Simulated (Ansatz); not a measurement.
# Li2Se: the cost of one run

Code: Ansatz 0.2.0. G0W0, plane waves. Calculated at 0 K for a non-magnetic cell.

## Step 1: The cell

The cell was relaxed beforehand with r2SCAN.

The symmetry is Fm-3m (No. 225, cubic); conventional cell a = 5.987 Å, 17.88 Å³ an atom. Around Se lie 8 Li at 2.59 Å; around Li lie 4 Se at 2.59 Å.

As a file:

```
Se Li
1.0
     0.00000    2.99352    2.99352
     2.99352    0.00000    2.99352
     2.99352    2.99352    0.00000
Se Li
1 2
Direct
  0.00000 0.00000 0.00000
  0.25000 0.25000 0.25000
  0.75000 0.75000 0.75000
```

## Step 2: From HSE06, 15 empty bands, 60 eV

Input file input.yaml:

```yaml
crystal:
  lattice:
    - [0.0, 2.9935210614, 2.9935210614]
    - [2.9935210614, 0.0, 2.9935210614]
    - [2.9935210614, 2.9935210614, 0.0]
  atoms:
    - { symbol: Se, position: [0.0, 0.0, 0.0] }
    - { symbol: Li, position: [0.25, 0.25, 0.25] }
    - { symbol: Li, position: [0.75, 0.75, 0.75] }
kpoints:
  mp_grid: { grid: [4, 4, 4] }
hamiltonian:
  xc: hse06
scf:
  occupations: { method: fixed }
gw:
  n_empty_bands: 15
  ecut_chi: 60
  qp_bands: [v1, c1]
  qp_kpoints: band_edges
  screening: { model: contour_deformation }
```

Started as:

```
ansatz run input.yaml --threads 4 --pin off --max-ram 3686MiB --backend cpu --events-out ev --progress --plain --runs-dir out
```

**Question.** How long does this run take on 4 threads of Arm Neoverse N1, shared host, and how much memory does it need?

About 18 s, with a peak of 0.7 GiB.
